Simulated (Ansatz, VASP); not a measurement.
# One calculation of BN, two programs

```
N B
1.0
     0.00000    1.81300    1.81300
     1.81300    0.00000    1.81300
     1.81300    1.81300    0.00000
N B
1 1
Cartesian
  0.9065 0.9065 0.9065
  0.0000 0.0000 0.0000
```

The cell is a database's computed one.

Alike in both runs: task band structure; functional PBE0; k mesh 7 × 7 × 7; occupations fermi-dirac, width 0.05 eV; no spin polarisation.

|  | VASP | Ansatz |
| --- | --- | --- |
| version | VASP 6.6.1 | Ansatz 0.2.0 |
| potentials or method | VASP PAW PBE potentials, release 64 (N, B) | Ansatz PAW |
| plane-wave cutoff (eV) | 520 | 420 |
| valence electrons in the cell | 8 | 8 |

Ansatz gave:

```
gap on the k mesh at the Fermi level (eV) : 6.81
least direct gap on the mesh (eV)         : 11.29
gap along the band path (eV)              : 6.54
pressure (GPa)                            : -9.5
```

Question: Estimate VASP's values.

Answer: gap on the k mesh at the Fermi level (eV): 6.80; least direct gap on the mesh (eV): 11.27; gap along the band path (eV): 6.53; pressure (GPa): -9.0.

The functional is the same, so the differences come from potentials, cutoffs and numerics.

Caveats: the k mesh is coarse (spacing up to 0.43 Å⁻¹), so the values aren't converged, least of all with exact exchange; the PAW data sets were made with another functional, which shifts forces and pressure a little (VASP); the mesh misses the band edges, which the band path finds closer together (VASP); the k mesh misses the band edges, so the gap on the mesh is wider than the one along the path (Ansatz); the pressure holds a Pulay correction of +0.9 GPa for the finite cutoff (Ansatz); the PAW data sets come from PBE, with cores solved anew for the run's functional, which leaves a small shift of forces and pressure (Ansatz); the thresholds are loose for stress (Ansatz).
